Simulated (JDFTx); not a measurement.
# Au (Fm-3m) in JDFTx: reference runs, part 2 of 2

JDFTx 1.7.0 (patched build). Earlier steps stand in the parts before.

## (7) Equation of state, PBEsol, 16.85 Å³/atom

Input file Au.in:

```
lattice \
    0.0000000000     3.8455926636     3.8455926636 \
    3.8455926636     0.0000000000     3.8455926636 \
    3.8455926636     3.8455926636     0.0000000000
coords-type Lattice
ion Au     0.0000000000     0.0000000000     0.0000000000 1

ion-species pseudo/Au.upf
elec-cutoff 38
elec-ex-corr gga-PBEsol
kpoint-folding 11 11 11
elec-smearing Fermi 0.0018374661
elec-n-bands 15
electronic-SCF nIterations 100 energyDiffThreshold 1e-09
electronic-minimize nIterations 30 energyDiffThreshold 1e-7
forces-output-coords Cartesian

dump-name run.$VAR
dump End Ecomponents EigStats BandEigs Kpoints Forces Stress ElecDensity Dtot KEdensity
```

Potentials or basis: PseudoDojo-SR-PBEsol-0.4.1-standard with smoothed tails.

On the command line:

```
> jdftx -c 1 -i Au.in -o Au.out
```

Standard output:

```text
*************** JDFTx 1.7.0 (patched build) ***************

Input parsed successfully to the following command list (including defaults):
[... the input with its defaults ...]

---------- Setting up symmetries ----------

Found 48 point-group symmetries of the bravais lattice
Found 48 space-group symmetries with basis
Applied RMS atom displacement 0 bohrs to make symmetries exact.

---------- Initializing the Grid ----------
R =
[            0      3.84559      3.84559  ]
[      3.84559            0      3.84559  ]
[      3.84559      3.84559            0  ]
unit cell volume = 113.742
G =
[  -0.816933   0.816933   0.816933  ]
[   0.816933  -0.816933   0.816933  ]
[   0.816933   0.816933  -0.816933  ]
Minimum fftbox size, Smin = [  32  32  32  ]
Chosen fftbox size, S = [  32  32  32  ]

---------- Exchange Correlation functional ----------
Initalized PBEsol GGA exchange.
Initalized PBEsol GGA correlation.

---------- Setting up pseudopotentials ----------
Width of ionic core gaussian charges (only for fluid interactions / plotting) set to 0

Reading pseudopotential file 'pseudo/Au.upf':
  'Au' pseudopotential, 'PBESOL' functional
  Generated using ONCVPSP code by D. R. Hamann
  19 valence electrons, 4 orbitals, 7 projectors, 1001 radial grid points, with lMax = 3
    5S    l: 0   occupation:  2.0   eigenvalue: -3.985004
    5P    l: 1   occupation:  6.0   eigenvalue: -2.197789
    5D    l: 2   occupation: 10.0   eigenvalue: -0.253637
    6S    l: 0   occupation:  1.0   eigenvalue: -0.213166
  Core radius for overlap checks: 1.57 bohrs.

Initialized 1 species with 1 total atoms.

Folded 1 k-points by 11x11x11 to 1331 k-points.

---------- Setting up k-points, bands, fillings ----------
Reduced to 56 k-points under symmetry.
Computing the number of bands and number of electrons
Calculating initial fillings.
nElectrons:  19.000000   nBands: 15   nStates: 56

----- Setting up reduced wavefunction bases (one per k-point) -----
average nbasis = 1272.872 , ideal nbasis = 1272.592

---------- Setting up ewald sum ----------
Optimum gaussian width for ewald sums = 1.960494 bohr.
Real space sum over 2197 unit cells with max indices [  6  6  6  ]
Reciprocal space sum over 2197 terms with max indices [  6  6  6  ]

---------- Allocating electronic variables ----------
Initializing wave functions:  linear combination of atomic orbitals
Note: number of bands (15) exceeds available atomic orbitals (10)
Au pseudo-atom occupations:   s ( 2 1 )  p ( 6 )  d ( 10 )
	FillingsUpdate:  mu: +0.753152249  nElectrons: 19.000000
LCAOMinimize: Iter:   0  F: -137.9379902668167688  |grad|_K:  1.830e-03  alpha:  1.000e+00
	FillingsUpdate:  mu: +0.771980267  nElectrons: 19.000000
LCAOMinimize: Iter:   1  F: -137.9485434382071674  |grad|_K:  4.782e-05  alpha:  5.327e-01  linmin:  4.056e-01  cgtest: -9.554e-01
	FillingsUpdate:  mu: +0.771990984  nElectrons: 19.000000
[... 6 lines of inner loops ...]
	FillingsUpdate:  mu: +0.771582256  nElectrons: 19.000000
LCAOMinimize: Iter:   5  F: -137.9485518223163183  |grad|_K:  1.448e-09  alpha:  5.167e-01  linmin: -2.826e-01  cgtest:  4.473e-01
LCAOMinimize: Encountered beta<0, resetting CG.
LCAOMinimize: Converged (|Delta F|<1.000000e-06 for 2 iters).

-------- Electronic minimization -----------
Will mix electronic density at each iteration.
	FillingsUpdate:  mu: +0.771582256  nElectrons: 19.000000
	FillingsUpdate:  mu: +0.762555074  nElectrons: 19.000000
SCF: Cycle:  0   F: -137.961947148616929   dF: -1.340e-02   |Residual|: 2.481e-02   |deigs|: 3.576e-01
	FillingsUpdate:  mu: +0.764522551  nElectrons: 19.000000
SCF: Cycle:  1   F: -137.962377595879872   dF: -4.304e-04   |Residual|: 7.443e-03   |deigs|: 7.250e-03
	FillingsUpdate:  mu: +0.764659956  nElectrons: 19.000000
SCF: Cycle:  2   F: -137.962385372767073   dF: -7.777e-06   |Residual|: 2.542e-03   |deigs|: 7.541e-04
	FillingsUpdate:  mu: +0.764451045  nElectrons: 19.000000
SCF: Cycle:  3   F: -137.962386594336664   dF: -1.222e-06   |Residual|: 5.489e-04   |deigs|: 3.986e-04
	FillingsUpdate:  mu: +0.764515785  nElectrons: 19.000000
SCF: Cycle:  4   F: -137.962386725337211   dF: -1.310e-07   |Residual|: 3.275e-04   |deigs|: 1.952e-04
	FillingsUpdate:  mu: +0.764481033  nElectrons: 19.000000
SCF: Cycle:  5   F: -137.962386818983134   dF: -9.365e-08   |Residual|: 5.888e-05   |deigs|: 1.472e-04
	FillingsUpdate:  mu: +0.764487881  nElectrons: 19.000000
SCF: Cycle:  6   F: -137.962386827549011   dF: -8.566e-09   |Residual|: 1.608e-05   |deigs|: 7.399e-05
	FillingsUpdate:  mu: +0.764488110  nElectrons: 19.000000
SCF: Cycle:  7   F: -137.962386829201876   dF: -1.653e-09   |Residual|: 1.555e-05   |deigs|: 3.970e-05
	FillingsUpdate:  mu: +0.764488046  nElectrons: 19.000000
SCF: Cycle:  8   F: -137.962386829975230   dF: -7.734e-10   |Residual|: 1.764e-05   |deigs|: 1.554e-04
	FillingsUpdate:  mu: +0.764488330  nElectrons: 19.000000
SCF: Cycle:  9   F: -137.962386829947718   dF: +2.751e-11   |Residual|: 6.627e-05   |deigs|: 5.923e-05
	FillingsUpdate:  mu: +0.764488324  nElectrons: 19.000000
SCF: Cycle: 10   F: -137.962386830037872   dF: -9.015e-11   |Residual|: 1.323e-05   |deigs|: 4.290e-05
	FillingsUpdate:  mu: +0.764488252  nElectrons: 19.000000
SCF: Cycle: 11   F: -137.962386830050150   dF: -1.228e-11   |Residual|: 1.094e-05   |deigs|: 1.282e-05
SCF: Converged (|Delta E|<1.000000e-09 for 2 iters).

Setting wave functions to eigenvectors of Hamiltonian

# Stress tensor in Cartesian coordinates [Eh/a0^3]:
[ -4.22456e-05            0            0  ]
[            0 -4.22456e-05            0  ]
[            0            0 -4.22456e-05  ]

# Ionic positions in lattice coordinates:
ion Au   0.000000000000000   0.000000000000000   0.000000000000000 1

# Forces in Cartesian coordinates:
force Au  -0.000000000000000  -0.000000000000000   0.000000000000000 1

# Energy components:
   Eewald =     -107.5994881375225134
       EH =       25.7894294122148118
     Eloc =      -85.3998164130048991
      Enl =        2.3971118023850200
      Exc =      -25.1358407147440346
 Exc_core =        9.4601950496767113
       KE =       42.5260777337010083
-------------------------------------
     Etot =     -137.9623312672939051
       TS =        0.0000555627562590
-------------------------------------
        F =     -137.9623868300501499

IonicMinimize: Iter:   0  F: -137.962386830050150  |grad|_K:  0.000e+00
IonicMinimize: Converged (|grad|_K<1.000000e-04).

#--- Lowdin population analysis ---
# oxidation-state Au +0.162

Dumping 'run.eigStats' ...
	eMin: -3.119321 at state 0 ( [ +0.000000 +0.000000 +0.000000 ] spin 0 )
	HOMO: +0.759442 at state 26 ( [ +0.000000 +0.272727 +0.454545 ] spin 0 )
	mu  : +0.764488
	LUMO: +0.767956 at state 11 ( [ +0.000000 +0.090909 -0.454545 ] spin 0 )
	eMax: +1.703307 at state 6 ( [ +0.000000 +0.090909 +0.090909 ] spin 0 )
	HOMO-LUMO gap: +0.008514
	Optical gap  : +0.072058 at state 34 ( [ +0.000000 +0.454545 +0.454545 ] spin 0 )
Done!
[note: the HOMO, LUMO and gaps printed at the end count levels as full or empty at half filling, so they show a gap where a level is partly filled]
```

Run time: 21 s. Hardware: 1 thread of Intel Xeon Platinum 8375C at 2.90GHz (Ice Lake), shared host; peak memory 0.08 GiB.

Results:

```yaml
Free_energy: -3754.1478 eV
Pressure: 1.2 GPa
Band_gap_on_the_k_mesh: none (metal or under the smearing width)
```

## (8) Equation of state, PBEsol, 17.19 Å³/atom (volume scaled by 1.02)

Edit Au.in of step 7 so:

```diff
@@ -1,5 +1,5 @@
 lattice \
-    0.0000000000     3.8455926636     3.8455926636 \
-    3.8455926636     0.0000000000     3.8455926636 \
-    3.8455926636     3.8455926636     0.0000000000
+    0.0000000000     3.8710609070     3.8710609070 \
+    3.8710609070     0.0000000000     3.8710609070 \
+    3.8710609070     3.8710609070     0.0000000000
 coords-type Lattice
```

On the command line:

```
> jdftx -c 1 -i Au.in -o Au.out
```

Run time: 18 s. Hardware: 1 thread of Intel Xeon Platinum 8375C at 2.90GHz (Ice Lake), shared host; peak memory 0.08 GiB.

It converged, with:

```
Free energy            : -3754.1467 eV
Pressure               : -2.2 GPa
Band gap on the k mesh : none (metal or under the smearing width)
```

## (9) Equation of state, PBEsol, 17.53 Å³/atom (volume scaled by 1.04)

Edit Au.in of step 8 so:

```diff
@@ -1,5 +1,5 @@
 lattice \
-    0.0000000000     3.8710609070     3.8710609070 \
-    3.8710609070     0.0000000000     3.8710609070 \
-    3.8710609070     3.8710609070     0.0000000000
+    0.0000000000     3.8961983705     3.8961983705 \
+    3.8961983705     0.0000000000     3.8961983705 \
+    3.8961983705     3.8961983705     0.0000000000
 coords-type Lattice
```

Potentials or basis: PseudoDojo-SR-PBEsol-0.4.1-standard with smoothed tails.

On the command line:

```
> jdftx -c 1 -i Au.in -o Au.out
```

Wall time 21 s (1 thread of Intel Xeon Platinum 8375C at 2.90GHz (Ice Lake), shared host); peak memory 0.08 GiB.

Results (log left out):

* Free energy: -3754.1389 eV
* Pressure: -5.2 GPa
* Band gap on the k mesh: none (metal or under the smearing width)

## (10) Equation of state, PBEsol, 17.87 Å³/atom (volume scaled by 1.06)

Edit Au.in of step 9 so:

```diff
@@ -1,5 +1,5 @@
 lattice \
-    0.0000000000     3.8961983705     3.8961983705 \
-    3.8961983705     0.0000000000     3.8961983705 \
-    3.8961983705     3.8961983705     0.0000000000
+    0.0000000000     3.9210155896     3.9210155896 \
+    3.9210155896     0.0000000000     3.9210155896 \
+    3.9210155896     3.9210155896     0.0000000000
 coords-type Lattice
```

On the command line:

```
> jdftx -c 1 -i Au.in -o Au.out
```

Run time: 24 s. Hardware: 1 thread of Intel Xeon Platinum 8375C at 2.90GHz (Ice Lake), shared host; peak memory 0.09 GiB.

It converged, with:

```yaml
Free_energy: -3754.1252 eV
Pressure: -7.8 GPa
Band_gap_on_the_k_mesh: none (metal or under the smearing width)
```

## (11) Equation of state, PBEsol

Potentials or basis: PseudoDojo-SR-PBEsol-0.4.1-standard with smoothed tails.

This step only gathers the single runs of the series.

What came out:

| Item | Value |
| --- | --- |
| Equilibrium volume | 16.97 Å³/atom |
| Bulk modulus | 176 GPa |
| Pressure derivative of the bulk modulus | 5.8 |

Energy against volume, from the lowest point:
| volume (Å³/atom) | energy (meV/atom) |
| --- | --- |
| 15.843 | 47.80 |
| 16.181 | 22.18 |
| 16.518 | 6.67 |
| 16.855 | 0.00 |
| 17.192 | 1.06 |
| 17.529 | 8.87 |
| 17.866 | 22.61 |

## (12) The runs side by side

```csv
task,cell,further solve for the empty bands,gap on the mesh (eV),pressure (GPa)
single point,as given,yes,none,1.2
single point,cell strained at random at fixed volume,yes,none,1.5
equation of state,as given,-,-,-
```

Alike in all rows: level PBEsol; potentials or basis PseudoDojo-SR-PBEsol-0.4.1-standard with smoothed tails; no spin polarisation; k mesh 11 × 11 × 11; cutoff (eV) 1034; smearing fermi-dirac 0.05 eV.

Absolute energies hang on the potentials; compare differences alone.

## (13) Against experiment

Step 11. A measured bulk modulus of Au is 167 GPa (quoted in “Exploring toroidal anvil profiles for larger sample volumes above 4 Mbar”, 2024, pmc:11102561); the calculated 176 GPa misses it by +5.6 %. The fit is for a static lattice scaled at fixed shape and fixed fractional positions.
